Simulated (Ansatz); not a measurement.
All numbers below come from DFT PBE, scalar-relativistic, plane waves, PAW in Ansatz. Settings: cutoff 420 eV, Γ-centred meshes spaced at most about 0.3 Å⁻¹, and about 0.25 Å⁻¹ or finer for metals (2π included), Gaussian smearing. No spin polarisation.

Each guess is relaxed in cell and atoms at zero pressure, on a coarse mesh first where it starts far from rest and then on a converged one. The steps can't lower the symmetry of the start, but it can rise. Energies are static (0 K, no zero-point motion).

Two unrelaxed guesses for InGa₃P₄:

A.

```
In Ga P
1.0
     3.84904   -5.44337    0.00000
     3.84904    5.44337    0.00000
     0.00000    0.00000    3.84904
In Ga P
1 3 4
Direct
  0.00000 0.00000 0.50000
  0.00000 0.50000 0.00000
  0.50000 0.50000 0.50000
  0.50000 0.00000 0.00000
  0.75000 0.75000 0.00000
  0.75000 0.25000 0.50000
  0.25000 0.75000 0.50000
  0.25000 0.25000 0.00000
```

B.

```
In Ga P
1.0
     5.44337    0.00000    0.00000
     0.00000    5.44337    0.00000
     0.00000    0.00000    5.44337
In Ga P
1 3 4
Direct
  0.50000 0.50000 0.50000
  0.00000 0.00000 0.50000
  0.50000 0.00000 0.00000
  0.00000 0.50000 0.00000
  0.50000 0.50000 0.00000
  0.00000 0.50000 0.50000
  0.50000 0.00000 0.50000
  0.00000 0.00000 0.00000
```

Question: Which guess leads to the lower structure, and by how much?

Answer: A ends lower, by 24 meV/atom. A: Cmmm at 20.2 Å³/atom → Cmmm at 18.2 Å³/atom; B: Pm-3m at 20.2 Å³/atom → Pm-3m at 18.3 Å³/atom. Counting P atoms around Ga and In (those within 1.25 times the shortest such distance or 1.15 times the sum of covalent radii), the end of A and the end of B both have In 6, Ga 6. End of A. Conventional cell: a = 7.449 Å, b = 10.535 Å, c = 3.711 Å. Around In lie 6 P at 2.71 Å; around Ga on a site of symmetry 2/m lie 6 P at 2.63–2.64 Å; around P on a site of symmetry 2mm lie 4 Ga at 2.55–2.64 Å and 2 In at 2.71 Å; 2 more sites not described. End of B. Conventional cell: a = 5.273 Å. In has 6 P at 2.64 Å; Ga has 6 P at 2.64 Å; P on a site of symmetry 4/mmm has 2 In at 2.64 Å and 4 Ga at 2.64 Å; 1 more site not described.

Ends held by symmetry can be saddle points. Neither end is the lowest form computed: that has In and Ga ordered on zinc blende sites, space group P-4m2 (No. 115) and lies 0.37 eV/atom below the better end. For metals, differences of a few meV/atom aren't resolved. Some structure types and database cells were kept out of the candidates from the start, so a known form may be missing.
